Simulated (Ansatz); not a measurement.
# ZnS: the cost of one run

Computed with Ansatz 0.2.0 (DFT PBE, scalar-relativistic, plane waves, PAW, unless a step's input says otherwise).

2 further runs of the same task are left out: 2 set aside as unsound or not needed.

### Step 1. The structure to begin with

Symmetry: F-43m, No. 216, cubic system. Conventional cell: a = 5.442 Å, b = 5.442 Å, c = 5.442 Å, α = 90.00°, β = 90.00°, γ = 90.00°. Zn (site symmetry -43m) has 4 S at 2.36 Å as nearest neighbours. S (site symmetry -43m) has 4 Zn at 2.36 Å as nearest neighbours.

Structure file:

```
CELL_PARAMETERS angstrom
2.72115 2.72115 0.00000
-2.72115 2.72115 0.00000
0.00000 0.00000 5.44231
ATOMIC_POSITIONS crystal
Zn 0.00000 0.00000 0.00000
Zn 0.50000 0.50000 0.50000
S 0.50000 0.00000 0.75000
S 0.00000 0.50000 0.25000
```

It goes back to an entry of the Materials Project.

The unstrained cell was computed beforehand with the same settings: E(σ→0) = -8445.4687 eV for 4 atoms, gap 2.02 eV over the zone.

### Step 2. The cell strained by -1.0 %

File input.yaml:

```yaml
crystal:
  lattice:
    - [2.6939428673, 2.6939428673, 0.0]
    - [-2.7279572975, 2.7279572975, 0.0]
    - [0.0, 0.0, 5.455914595]
  atoms:
    - { symbol: Zn, position: [0.0, 0.0, 0.0] }
    - { symbol: Zn, position: [0.5, 0.5, 0.5] }
    - { symbol: S, position: [0.5, 0.0, 0.75] }
    - { symbol: S, position: [0.0, 0.5, 0.25] }
basis:
  ecutwfc: 420
kpoints:
  mp_grid: { grid: [8, 8, 6] }
hamiltonian:
  xc: pbe
scf:
  occupations: { method: gaussian, width: 0.02 }
output:
  forces: true
  stress: true
  eigenvalues: true
relax:
  adjacent_minimum: "off"
  f_tol: 0.008
  max_steps: 40
  cell: { stress_tol: 0.015, fix: [a, angles] }
```

**Question.** How long does this run take on 1 thread of an Arm CPU, shared host, and how much memory does it need?

About 2.7 min, with a peak of 0.46 GiB.
